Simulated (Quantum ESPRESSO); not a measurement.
Here is a Quantum ESPRESSO 7.5 calculation.

File pw.in:

```
&CONTROL
  calculation = 'scf'
  prefix = 'pwscf'
  outdir = './tmp'
  pseudo_dir = './pseudo'
  tprnfor = .true.
  tstress = .true.
  disk_io = 'nowf'
/
&SYSTEM
  ibrav = 0
  nat = 2
  ntyp = 1
  ecutwfc = 58
  nbnd = 20
  input_dft = 'pbesol'
  occupations = 'smearing'
  smearing = 'fd'
  degauss = 0.00734986
  vdw_corr = 'grimme-d3'
  dftd3_version = 4
  dftd3_threebody = .false.
  tot_charge = 0.1
/
&ELECTRONS
  conv_thr = 4d-10
  electron_maxstep = 120
  mixing_beta = 0.5
  diagonalization = 'paro'
/
ATOMIC_SPECIES
Ta   180.9479 Ta.upf
CELL_PARAMETERS angstrom
   0.0000000000   -3.3025600000    0.0000000000
  -3.3025600000    0.0000000000    0.0000000000
   0.0000000000    0.0000000000   -3.3025600000
ATOMIC_POSITIONS crystal
Ta     0.5946212400    0.4298517200    0.3880863600
Ta     0.9053787600    0.0701482800    0.1119136400
K_POINTS automatic
8 8 8 0 0 0
```

Potentials or basis: PseudoDojo 0.4.1 SR PBE standard.

Command:

```sh
$ OMP_NUM_THREADS=1 pw.x -in pw.in > pw.out
```

(1) Estimate the pressure.

(2) What does it give for the band gap on the k mesh?

(3) What does it give for the largest force?

Answers

(1) 63.7 GPa.

(2) none (metal or under the smearing width).

(3) 27.368 eV/Å.

Caveat: the cell carries a net charge on a neutralising background, which shifts energy and pressure; the potentials were made for another functional, which shifts forces and pressure; a pressure of tens of GPa on the cell as given is suspect, and the run, the potentials or the cell itself is likely at fault; pairwise dispersion overbinds metals, which lowers pressure and volume.
